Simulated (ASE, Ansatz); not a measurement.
# Rock-salt HfN, an end member of the HfC–HfN series (512 atoms): support functions against a reference, part 2 of 2

Wanted: errors and times of a linear-scaling basis for rock-salt HfN, an end member of the HfC–HfN series (512 atoms). A setting counts as converged where the r.m.s. difference of forces stays under 1 % of the r.m.s. force.

Ansatz 0.2.0; Kohn-Sham DFT, PBE, PAW (set soft_2), plane waves.

The cell: 256 Hf and 256 N. The Brillouin zone is sampled at Γ only, in a cell whose shortest periodic width is 18 Å. No spin–orbit coupling is included.

So far. Step 4 (Support functions medium): Forces differ from the reference by 1.3 meV/Å r.m.s., 0.42 % of their size, within a tolerance of 1 %; the energy by -3.8 meV/atom. It took 38 s and 21 cycles; the reference's time can't be set against it, since the two runs asked for unlike analyses. Step 5 (Support functions medium, spacing 0.383 Å (grid laid …): Forces differ from the reference by 311 meV/Å r.m.s., 103 % of their size, far over a tolerance of 1 %; the energy by +690 meV/atom.

## 6. Support functions medium, spacing 0.319 Å (grid laid 0.302 Å)

Level of this step: Kohn-Sham DFT, PBE, PAW (set soft_2), localised support functions (medium) (Ansatz).

The grid spacing sets how fine a wave the support functions can hold. The typed value is an upper bound: the grid laid has 60×60×60 points, 0.302 Å apart at most.

File input.yaml:

```yaml
crystal:
  lattice:
    - [18.1, 0.0, 0.0]
    - [0.0, 18.1, 0.0]
    - [0.0, 0.0, 18.1]
  atoms:
    [... the 512 atom lines of step 2 ...]
kpoints:
  mp_grid: { grid: [1, 1, 1] }
hamiltonian:
  xc: pbe
scf:
  occupations: { method: gaussian, width: 0.05 }
  eigensolver: { kind: { support_functions: { accuracy: medium, spacing: 0.319 } } }
  max_iter: 150
output:
  forces: true
  eigenvalues: true
```

On the command line:

```bash
$ ansatz run input.yaml --threads 32 --pin off --max-ram 143360MiB --backend cuda --events-out ev --progress --plain --runs-dir out
```

Numbers of over 12 decimals in the logs are rounded to 6 here.

What it wrote:

```text
[...]
GPU FFT provider: cuFFT
GPU libraries: cuBLAS 13.8.1, cuFFT 12.4.0, cuSOLVER 12.3.2
[...]
Crystal: 512 atoms, lattice volume = 5929.741 Å³
Basis set: ecut = 420 eV, 115937 PW (Γ), exchange–correlation on 250×250×250 points (8 copies of the dense FFT grid, shifted against one another)
Bands: 4762, of which v1, the nominal top of the filled ones, is band 3968 counted from 1 (3967 counted from 0)
Symmetry: 1 space group operations
k-points: 1
[...]
GPU buffer pool allocated for 1953125 grid points (all kernels)
[...]
SCF iter   1: F=—  HF=-4123558.650050 eV  |F-HF|=—  |Δ(HF+E_count)|=         —  Δρ=5.49e-2  dr2=1.60e2  ethr=1.00e-1
[...]
SCF iter  20: F=-4123827.958069 eV  HF=-4123827.958072 eV  |F-HF|=3.53e-6  |Δ(HF+E_count)|=   8.06e-6  Δρ=3.06e-6  dr2=4.48e-7  ethr=1.87e-11
SCF 1 converged in 20 iterations: F = -4123828.282212 eV  dr2 = 4.48e-7
[...]
SCF converged after 20 iterations
[...]
Free energy (F): -4123828.282212 eV
[...]
Internal energy: -4123827.808688 eV  (E = F + TS)
E sigma→0 (E₀):  -4123828.045450 eV
Entropy (-TS):   -0.473524 eV (-0.925 meV/atom)
Fermi energy:    23.768815 eV
[...]
--- Forces (eV/Å), atoms counted from 1 ---
[... 512 lines of forces left out ...]
  max |Σ_I F_I| component: 9.44e-1 eV/Å
--- Band table (eV) ---
[... left out ...]
```

Elapsed: 37 s, on 1 × NVIDIA GB200 with 32 threads of Arm Neoverse V2, shared host; peak memory 2.5 GiB; 64 s of CPU time.

That memory is the host's; the program planned up to 18.4 GiB on the GPU.

Forces differ from the reference by 20 meV/Å r.m.s., 6.6 % of their size, far over a tolerance of 1 %; the energy by -2.9 meV/atom. It took 37 s and 20 cycles; the reference's time can't be set against it, since the two runs asked for unlike analyses. The setting is coarser than the default on purpose.

## 7. Support functions medium, spacing 0.277 Å (grid laid 0.251 Å)

The grid spacing sets how fine a wave the support functions can hold. The typed value is an upper bound: the grid laid has 72×72×72 points, 0.251 Å apart at most.

input.yaml, the sections that differ from step 6:

```yaml
scf:
  occupations: { method: gaussian, width: 0.05 }
  eigensolver: { kind: { support_functions: { accuracy: medium, spacing: 0.277 } } }
  max_iter: 150
# crystal, kpoints, hamiltonian, output: as in step 6
```

What it wrote:

```text
[...]
GPU FFT provider: cuFFT
GPU libraries: cuBLAS 13.8.1, cuFFT 12.4.0, cuSOLVER 12.3.2
[...]
Crystal: 512 atoms, lattice volume = 5929.741 Å³
Basis set: ecut = 420 eV, 115937 PW (Γ), exchange–correlation on 250×250×250 points (8 copies of the dense FFT grid, shifted against one another)
Bands: 4762, of which v1, the nominal top of the filled ones, is band 3968 counted from 1 (3967 counted from 0)
Symmetry: 1 space group operations
k-points: 1
[...]
GPU buffer pool allocated for 1953125 grid points (all kernels)
[...]
SCF iter   1: F=—  HF=-4123581.159107 eV  |F-HF|=—  |Δ(HF+E_count)|=         —  Δρ=5.47e-2  dr2=1.62e2  ethr=1.00e-1
[...]
SCF iter  18: F=-4123829.616009 eV  HF=-4123829.616012 eV  |F-HF|=2.32e-6  |Δ(HF+E_count)|=   1.25e-2  Δρ=4.42e-6  dr2=8.63e-7  ethr=6.58e-12
SCF 1 converged in 18 iterations: F = -4123829.959645 eV  dr2 = 8.63e-7
[...]
SCF converged after 18 iterations
[...]
Free energy (F): -4123829.959645 eV
[...]
Internal energy: -4123829.485963 eV  (E = F + TS)
E sigma→0 (E₀):  -4123829.722804 eV
Entropy (-TS):   -0.473682 eV (-0.925 meV/atom)
Fermi energy:    23.767211 eV
[...]
--- Forces (eV/Å), atoms counted from 1 ---
[... 512 lines of forces left out ...]
  max |Σ_I F_I| component: 1.30e-1 eV/Å
--- Band table (eV) ---
[... left out ...]
```

Wall time 32 s (1 × NVIDIA GB200 with 32 threads); peak memory 2.5 GiB.

That memory is the host's; the program planned up to 19 GiB on the GPU.

Forces differ from the reference by 2.7 meV/Å r.m.s., 0.90 % of their size, within a tolerance of 1 %; the energy by -6.2 meV/atom. The setting is coarser than the default on purpose.

## 8. Cost against change

Each row is set against the plane-wave reference (Kohn-Sham DFT, PBE, PAW (set soft_2), plane waves; r.m.s. force component 0.302 eV/Å). Energies are set beside the reference only for runs with its functional, potentials and electron count. Times are for 1 × NVIDIA GB200 with 32 threads of Arm Neoverse V2, shared host. The reference's time includes the DOS, ELF, the stress and grids, which some other runs skip.

| run | Δ force, r.m.s. (meV/Å) | share of r.m.s. force (%) | Δ energy (meV/atom) | cycles | time | host memory (GiB) | planned on the GPU (GiB) |
| --- | --- | --- | --- | --- | --- | --- | --- |
| reference | - | - | - | 12 | 23 s | 7.1 | 53 |
| support functions low | 1.46 | 0.482 | -3.82 | 17 | 31 s | 2.3 | 22 |
| support functions medium | 1.26 | 0.417 | -3.82 | 21 | 38 s | 2.6 | 22 |
| support functions medium, spacing 0.383 Å (grid laid 0.377 Å) | 311 | 103 | 690 | 12 | 26 s | 2.5 | 18 |
| support functions medium, spacing 0.319 Å (grid laid 0.302 Å) | 19.9 | 6.58 | -2.91 | 20 | 37 s | 2.5 | 18 |
| support functions medium, spacing 0.277 Å (grid laid 0.251 Å) | 2.74 | 0.905 | -6.18 | 18 | 32 s | 2.5 | 19 |

## 9. The reference in detail

With the settings judged, the reference run is read for its physics.

Length of the force by element:

| element | coordination | atoms | mean length of the force (eV/Å) | spread | least | most |
| --- | --- | --- | --- | --- | --- | --- |
| Hf | all | 256 | 0.509 | 0.200 | 0.100 | 1.00 |
| N | all | 256 | 0.463 | 0.188 | 0.0704 | 1.04 |

Löwdin charges by element (they lack the spilled electrons, 0.028 e an atom on average):

| element | coordination | atoms | mean charge (e) | spread | least | most |
| --- | --- | --- | --- | --- | --- | --- |
| Hf | all | 256 | 0.729 | 0.0105 | 0.700 | 0.756 |
| N | all | 256 | -0.673 | 0.0087 | -0.697 | -0.651 |

States in the cell by windows of 1 eV, zero at the Fermi level; some projections on atomic orbitals stand beside the total:

| from (eV) | to (eV) | total | Hf d | N p | N s | Hf f |
| --- | --- | --- | --- | --- | --- | --- |
| -18 | -17 | 11.8 | 0.1 | 0.0 | 5.9 | 0.0 |
| -17 | -16 | 144.5 | 26.1 | 0.5 | 86.7 | 1.3 |
| -16 | -15 | 350.3 | 68.5 | 0.6 | 241.5 | 9.8 |
| -15 | -14 | 5.4 | 0.0 | 0.0 | 4.7 | 0.4 |
| -14 | -13 | 0.0 | 0.0 | 0.0 | 0.0 | 0.0 |
| -13 | -12 | 3580.0 | 4.1 | 7.7 | 7.0 | 3553.2 |
| -12 | -9 | 0.0 | 0.0 | 0.0 | 0.0 | 0.0 |
| -9 | -8 | 56.0 | 20.2 | 27.0 | 0.8 | 0.2 |
| -8 | -7 | 224.2 | 66.4 | 123.4 | 3.5 | 1.3 |
| -7 | -6 | 207.4 | 53.1 | 129.4 | 2.8 | 0.9 |
| -6 | -5 | 671.4 | 196.3 | 443.5 | 6.6 | 2.4 |
| -5 | -4 | 283.1 | 84.0 | 187.5 | 1.6 | 1.9 |
| -4 | -3 | 107.3 | 27.4 | 76.0 | 0.0 | 0.9 |
| -3 | -2 | 17.7 | 11.9 | 5.5 | 0.0 | 0.1 |
| -2 | -1 | 82.9 | 55.3 | 25.8 | 0.0 | 0.3 |
| -1 | 0 | 141.0 | 106.8 | 27.5 | 1.6 | 0.4 |
| 0 | 1 | 120.9 | 96.6 | 16.7 | 1.4 | 0.3 |
| 1 | 2 | 283.0 | 212.5 | 52.7 | 4.5 | 0.5 |
| 2 | 3 | 246.5 | 195.5 | 24.4 | 10.1 | 0.2 |
| 3 | 4 | 429.8 | 332.8 | 52.8 | 18.7 | 0.2 |

The curve was stored every 0.10 eV, coarse against its broadening of 0.08 eV, so these counts are rough.

The stored curve holds about 5883 of the 7936 electrons; the rest, give or take the few that broadening carries across the Fermi level, lie in deeper levels below its range.

Not all projections were asked for or kept, so they needn't add up to the total.

The levels nearest the highest filled one (over half full), pooled over k-points and spins:

| level less the highest filled one (eV) | occupation |
| --- | --- |
| -0.018 | 1.42 |
| -0.0168 | 1.39 |
| -0.0136 | 1.33 |
| -0.0071 | 1.19 |
| -0.0048 | 1.14 |
| 0 | 1.03 |
| 0.0045 | 0.928 |
| 0.0076 | 0.859 |
| 0.0132 | 0.737 |
| 0.0172 | 0.653 |
| 0.0194 | 0.608 |
| 0.0229 | 0.541 |

Mean Löwdin charges: Hf +0.73, N -0.67 e. Within 0.4 eV of the Fermi level the largest share is Hf d (83 % of the projected weight).

## 10. Local order

Bonds and neighbours are counted at the geometry of the runs.

Density 13.8 g/cm³, 11.58 Å³ an atom.

g(r), total and by pair (bins of 0.2 Å):

| r (Å) | total | Hf-Hf | Hf-N | N-N |
| --- | --- | --- | --- | --- |
| 2.10 | 0.06 | 0.00 | 0.11 | 0.00 |
| 2.30 | 5.35 | 0.00 | 10.69 | 0.00 |
| 2.50 | 0.00 | 0.00 | 0.00 | 0.00 |
| 2.70 | 0.00 | 0.00 | 0.00 | 0.00 |
| 2.90 | 0.00 | 0.00 | 0.00 | 0.00 |
| 3.10 | 2.77 | 5.55 | 0.00 | 5.51 |
| 3.30 | 2.63 | 5.25 | 0.00 | 5.25 |
| 3.50 | 0.00 | 0.00 | 0.00 | 0.00 |
| 3.70 | 0.00 | 0.00 | 0.00 | 0.00 |
| 3.90 | 2.40 | 0.00 | 4.79 | 0.00 |
| 4.10 | 0.01 | 0.00 | 0.01 | 0.00 |
| 4.30 | 0.00 | 0.00 | 0.00 | 0.00 |
| 4.50 | 1.34 | 2.69 | 0.00 | 2.69 |
| 4.70 | 0.01 | 0.01 | 0.00 | 0.01 |
| 4.90 | 0.08 | 0.00 | 0.16 | 0.00 |
| 5.10 | 4.24 | 0.00 | 8.46 | 0.00 |
| 5.30 | 0.00 | 0.00 | 0.00 | 0.00 |
| 5.50 | 3.53 | 7.04 | 0.00 | 7.08 |
| 5.70 | 0.07 | 0.15 | 0.00 | 0.15 |
| 5.90 | 0.00 | 0.00 | 0.00 | 0.00 |
| 6.10 | 0.00 | 0.00 | 0.00 | 0.00 |
| 6.30 | 0.70 | 1.41 | 0.00 | 1.38 |
| 6.50 | 0.66 | 1.30 | 0.00 | 1.32 |
| 6.70 | 2.00 | 0.00 | 4.00 | 0.00 |
| 6.90 | 1.00 | 0.00 | 2.00 | 0.00 |
| 7.10 | 2.04 | 4.10 | 0.00 | 4.07 |
| 7.30 | 0.12 | 0.22 | 0.00 | 0.25 |
| 7.50 | 1.96 | 0.00 | 3.93 | 0.00 |

Bonds by pair of elements; cutoffs follow the first minimum of g(r), held within bounds set by covalent radii, and pairs that aren't listed don't count as bonded:

| pair A-B | cutoff (Å) | bonds | mean length (Å) | spread (Å) | shortest (Å) | B about A | A about B |
| --- | --- | --- | --- | --- | --- | --- | --- |
| Hf-N | 2.73 | 1536 | 2.26 | 0.028 | 2.17 | 6 | 6 |

How many atoms have how many bonded neighbours:

| element | mean | 6 |
| --- | --- | --- |
| Hf | 6 | 256 |
| N | 6 | 256 |

First main peaks of g(r), for some of the pairs, lie near 3.20 Å (Hf-Hf), 2.26 Å (Hf-N) and 3.20 Å (N-N). By these cutoffs all Hf atoms have 6 and all N atoms have 6 bonded neighbours.

The surroundings of Hf121, picked at random, nearest first, numbered as they follow in the input and with coordinates relative to it.

| atom | x | y | z | distance (Å) | bonds | Löwdin charge (e) | Fx | Fy | Fz (eV/Å) |
| --- | --- | --- | --- | --- | --- | --- | --- | --- | --- |
| Hf121 | 0.00 | 0.00 | 0.00 | 0.00 | 6 | 0.75 | -0.28 | 0.44 | -0.28 |
| N96 | -0.04 | -2.20 | -0.01 | 2.20 | 6 | -0.68 | 0.44 | -0.57 | -0.31 |
| N122 | 2.22 | 0.05 | -0.03 | 2.22 | 6 | -0.68 | 0.53 | -0.37 | 0.06 |
| N126 | 0.00 | 0.03 | 2.24 | 2.24 | 6 | -0.69 | -0.04 | -0.10 | -0.11 |
| N128 | -0.02 | 2.26 | -0.01 | 2.26 | 6 | -0.68 | 0.14 | 0.33 | -0.23 |
| N506 | -2.27 | 0.05 | -0.01 | 2.27 | 6 | -0.68 | 0.00 | -0.38 | -0.48 |
| N118 | -0.03 | -0.02 | -2.30 | 2.30 | 6 | -0.68 | 0.30 | 0.53 | 0.36 |
| Hf509 | -2.28 | 0.03 | 2.19 | 3.17 | 6 | 0.75 | 0.19 | 0.28 | 0.82 |

The column of bonds counts only the pairs Hf-N within 2.73 Å; other neighbours, such as metal atoms beside each other in a compound, aren't counted, and periodic images can show an atom twice.

## 11. Results

- free energy per atom: -8054.3492 eV/atom
- density: 13.8 g/cm³
- pressure: 4.283 GPa
- r.m.s. force component: 0.3024 eV/Å
- wall time of the 6 DFT runs: 3.1 min

In words: Against plane waves at 420 eV, the forces differ by 1.3 meV/Å (0.42 %) with support functions medium. At 512 atoms the fastest of the runs at a preset level, support functions low, takes roughly 1.3 times the time of plane waves (whose run also made extra analyses, so the like-for-like ratio is larger), in 17 SCF cycles against 12. Differences between support functions and plane waves include what basis error the plane-wave run still has. As the typed spacing goes from 0.277 to 0.383 Å, the force difference goes from 2.7 to 311 meV/Å, while the time lies between 26 s and 37 s.

24 levels are partly filled, by over 2 % (at Γ alone): no clear gap opens at this level. Counting bonds as in the table, all Hf atoms have 6 and all N atoms have 6 bonded neighbours.

Caveats: The geometry was built by rule, was displaced at random and isn't relaxed at this level: its force components are 0.30 eV/Å r.m.s. The pressure of 4.3 GPa shows the cell to be compressed for this functional.

[Logs are printed without paths, hosts, clocks, repeated set-up lines and the standing remarks that a program may print on its own settings, such as how far it seeks lower states.]

[Hosts, paths, dates, database ids (printed as entryN), source tags and the programs' standing remarks are cut or masked in the printed files.]
